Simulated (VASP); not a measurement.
Set up this calculation in VASP 6.6.1, as the native input.

| Property | Result |
| --- | --- |
| Task | single point |
| Functional | LDA |
| Potentials or basis | VASP PAW LDA potentials, release 64 (N) |
| Cutoff | 520 eV |
| k mesh | 6 × 6 × 4 |
| Occupations | gaussian, width 0.05 eV |
| Spin | no spin polarisation |
| Dipole correction | no |
| Further INCAR settings | ALGO = Fast; EDIFF = 1e-06; NBANDS = 18 |

The structure of N lies in POSCAR:

```
N
1.0
    4.0840619700      0.0000000000      0.0255253873
    0.0000000000      4.0840619700      0.0000000000
    0.0334119578      0.0000000000      5.3459132500
N
4
Direct
    0.9042752000      0.9042752000      0.0000000000
    0.5957248000      0.4042752000      0.5000000000
    0.0957248000      0.0957248000      0.0000000000
    0.4042752000      0.5957248000      0.5000000000
```

The cell isn't the ideal one: strain +0.0125 x Voigt [0, 0, 0, 0, 1, 0], atoms carried along.

These files were run (other wordings do the same):

INCAR

```
ALGO = Fast
EDIFF = 1E-6
ENCUT = 520
GGA = CA
ISIF = 2
ISMEAR = 0
LASPH = T
LCHARG = F
LREAL = F
LWAVE = F
NBANDS = 18
NELM = 100
PREC = Accurate
SIGMA = 0.05
```

KPOINTS

```
k-points
0
Gamma
  6 6 4
```

Potentials or basis: VASP PAW LDA potentials, release 64 (N).

Run with:

```bash
$ cat potpaw_LDA.64/N/POTCAR > POTCAR
$ mpirun -np 1 vasp_std > vasp.out
```

Results of the run:

The pressure is -1.2 GPa. The largest force is 0.370 eV/Å and the band gap on the k mesh is 6.70 eV, indirect (least direct gap 6.90 eV).

Caveat: the standard files for N, O and F lose accuracy on very short bonds.

Run time: 51 s on 1 thread of AMD EPYC 7R13 Processor (Zen 3), on a shared host, peak memory 0.15 GiB.
